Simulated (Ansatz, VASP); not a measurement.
One calculation of Cl, two programs

```
CELL_PARAMETERS angstrom
0.00000 2.46358 2.46358
2.46358 0.00000 2.46358
2.46358 2.46358 0.00000
ATOMIC_POSITIONS crystal
Cl 0.00000 0.00000 0.00000
```

Alike in both runs: task single point; functional r2SCAN; k mesh 6 × 6 × 6; occupations gaussian, width 0.1 eV; no spin polarisation.

|  | VASP | Ansatz |
| --- | --- | --- |
| version | VASP 6.6.1 | Ansatz 0.2.0 |
| potentials or method | VASP PAW PBE potentials, release 64 (Cl) | scalar-relativistic, plane waves, PAW |
| plane-wave cutoff (eV) | 520 | 500 |
| valence electrons in the cell | 7 | 7 |

```csv
,VASP,Ansatz,Ansatz less VASP
gap on the k mesh at the Fermi level (eV),none,none,-
pressure (GPa),-5.3,-5.3,+0.07
```

A gap of «none» marks a metal or a gap that the smearing closes.

Caveats: the k mesh is coarse (spacing up to 0.37 Å⁻¹), so the values aren't converged; the PAW data sets were made with another functional, which shifts forces and pressure a little (VASP); an odd number of electrons without spin polarisation forces a metal; a magnetic or distorted state may lie lower.
